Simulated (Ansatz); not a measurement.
TaN:

```
Ta N
1.0
     2.93800    0.00000    0.00000
    -1.46900    2.54438    0.00000
     0.00000    0.00000    2.88300
Ta N
1 1
Direct
  0.00000 0.00000 0.50000
  0.66667 0.33333 0.00000
```

Base run:

```yaml
Program: Ansatz 0.2.0
Functional: LDA
Potentials_or_basis: Ansatz PAW
Cutoff: "420 eV (not typed: the program's choice for these potentials)"
k_mesh: 10 × 10 × 9
Occupations: fermi-dirac, width 0.05 eV
Spin: no spin polarisation
Hubbard_terms: Ta d U = 5 eV
```

Its results: band gap on the k mesh none (metal or under the smearing width); pressure -6.9 GPa.

Question: The run is repeated on the same cell with these changes: hubbard terms from Ta d U = 5 eV to Ta d U = 1 eV. What comes out?

Answer: Band gap on the k mesh none (metal or under the smearing width); pressure -10.8 GPa.

Caveats: spin-orbit coupling is left out, which moves the levels of the heavy elements; U without spin polarisation on a metal has little footing; the PAW data sets come from PBE, with cores solved anew for the run's functional, which leaves a small shift of forces and pressure.
